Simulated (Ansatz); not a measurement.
Bi2Te3: generalised stacking fault

Computed with DFT PBE, scalar-relativistic, plane waves, PAW in Ansatz. Settings: plane waves to 420 eV, k-mesh 3×8×3 (Γ-centred), Gaussian smearing 0.05 eV. Spin–orbit coupling is left out, which matters for the heavy elements here. No spin polarisation. Energies are free energies at this smearing, counted from the undisturbed cell; pressure is positive in compression.

Reference structure (relaxed at this level):

```yaml
crystal:
  lattice:
    - [0.00000, 2.56722, -10.72289]
    - [-4.44655, 0.00000, 0.00000]
    - [-2.22327, 11.55247, 0.00000]
  atoms:
    - { symbol: Bi, position: [0.80838, 0.86760, 0.03776] }
    - { symbol: Bi, position: [0.80838, 0.20093, 0.37109] }
    - { symbol: Bi, position: [0.80838, 0.53426, 0.70442] }
    - { symbol: Bi, position: [0.19162, 0.79907, 0.17481] }
    - { symbol: Bi, position: [0.19162, 0.13240, 0.50814] }
    - { symbol: Bi, position: [0.19162, 0.46574, 0.84148] }
    - { symbol: Te, position: [0.00000, 0.00000, 0.77295] }
    - { symbol: Te, position: [0.00000, 0.33333, 0.10628] }
    - { symbol: Te, position: [0.00000, 0.66667, 0.43962] }
    - { symbol: Te, position: [0.35190, 0.92799, 0.91697] }
    - { symbol: Te, position: [0.35190, 0.26132, 0.25031] }
    - { symbol: Te, position: [0.35190, 0.59466, 0.58364] }
    - { symbol: Te, position: [0.64810, 0.73868, 0.29559] }
    - { symbol: Te, position: [0.64810, 0.07201, 0.62893] }
    - { symbol: Te, position: [0.64810, 0.40534, 0.96226] }
```

The cell holds layers and no dispersion correction was added, so their binding is poorly described.

The cut lies on the cell's a–b face, a (0 1 2) plane (indices in the standard cell, whose axes needn't be the Cartesian ones shown) of area 49.03 Å², between layers 0.85 Å apart. Vector c is tilted by f times 0·a + 1·b (length 4.447 Å) with the atoms' Cartesian places fixed: one unrelaxed fault a cell.

```csv
f,γ (mJ/m²),"shear traction, the slope of γ along the slip (GPa)",gap on the mesh (eV)
0.0000,0,0.0,0.55
0.1000,108,4.9,0.46
0.2000,?,?,0.39
0.4000,1657,12.5,0.34
```

By symmetry 0.6000 repeats 0.4000, 0.8000 repeats 0.2000 in energy, with the opposite slope along the path.

Question: Give the withheld values.

Answer: γ (mJ/m²) at f = 0.2000: 442; shear traction, the slope of γ along the slip (GPa) at f = 0.2000: 10.2.

Cost: 4 runs of about 6.7 core-minutes in all, on AMD EPYC 9R45 (Zen 5) (shared hosts).